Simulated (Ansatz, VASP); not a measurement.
## MgI2 in VASP and in Ansatz

File INCAR:

```
SYSTEM = MgI2
PREC     = Accurate       ! precision mode
ENCUT    = 520            ! plane-wave cutoff, eV
EDIFF    = 1E-6           ! SCF threshold, eV
ISMEAR   = 0              ! smearing method
SIGMA    = 0.05           ! smearing width, eV
LREAL    = .FALSE.        ! projectors in reciprocal space
LASPH    = .TRUE.         ! aspherical terms in the spheres
NELM     = 60             ! most SCF steps
ALGO     = Normal         ! electronic algorithm
ISIF     = 2              ! what is computed and relaxed
LWAVE    = .FALSE.        ! write WAVECAR
LCHARG   = .FALSE.        ! write CHGCAR
GGA      = PE             ! functional
NBANDS   = 15             ! bands
```

KPOINTS

```
Automatic mesh
0
G
  6 6 4
  0 0 0
```

Contents of POSCAR:

```
MgI2
1.0
    4.2295124603      0.0000000000      0.0000000000
   -2.1147562301      3.6628652362      0.0000000000
    0.0000000000      0.0000000000      7.8531465561
Mg I
1 2
Direct
    0.0000000000      0.0000000000      0.0000000000
    0.3333333333      0.6666666667      0.7820264016
    0.6666666667      0.3333333333      0.2179735984
```

Input for Ansatz:

```yaml
crystal:
  lattice:
    - [4.2295124603, 0.0, 0.0]
    - [-2.1147562301, 3.6628652362, 0.0]
    - [0.0, 0.0, 7.8531465561]
  atoms:
    - { symbol: Mg, position: [0.0, 0.0, 0.0] }
    - { symbol: I, position: [0.3333333333, 0.6666666667, 0.7820264016] }
    - { symbol: I, position: [0.6666666667, 0.3333333333, 0.2179735984] }
basis:
  ecutwfc: 520.0
kpoints:
  mp_grid: { grid: [6, 6, 4] }
hamiltonian:
  xc: pbe
scf:
  occupations: { method: gaussian, width: 0.05 }
output:
  forces: true
  stress: true
  eigenvalues: true
```

Alike in both runs: task single point; functional PBE; k mesh 6 × 6 × 4; occupations gaussian, width 0.05 eV; no spin polarisation.

```csv
,VASP,Ansatz
version,VASP 6.6.1,Ansatz 0.2.0
potentials or method,"VASP PAW PBE potentials, release 64 (Mg, I)","scalar-relativistic, plane waves, PAW"
plane-wave cutoff (eV),520,520
valence electrons in the cell,16,44
```

VASP gave:

- gap on the k mesh at the Fermi level (eV): 3.52
- least direct gap on the mesh (eV): 3.57
- pressure (GPa): -0.8
- largest component of the traceless stress (GPa): 0.20
- rms of the force components (eV/Å): 0.104

Question: Which values does Ansatz return?

Answer: gap on the k mesh at the Fermi level (eV): 3.54; least direct gap on the mesh (eV): 3.59; pressure (GPa): -0.7; largest component of the traceless stress (GPa): 0.21; rms of the force components (eV/Å): 0.099.

Atom by atom the forces differ by 0.005 eV/Å (rms over components). The functional is the same, so the differences come from potentials, cutoffs and numerics. The two sets of potentials don't hold the same shells in valence.

Caveats: spin-orbit coupling is left out, which moves the levels of the heavy elements; this functional lacks dispersion, which binds the layers, so the pressure and a relaxed spacing across them are unreliable. A k mesh can miss the band edges.
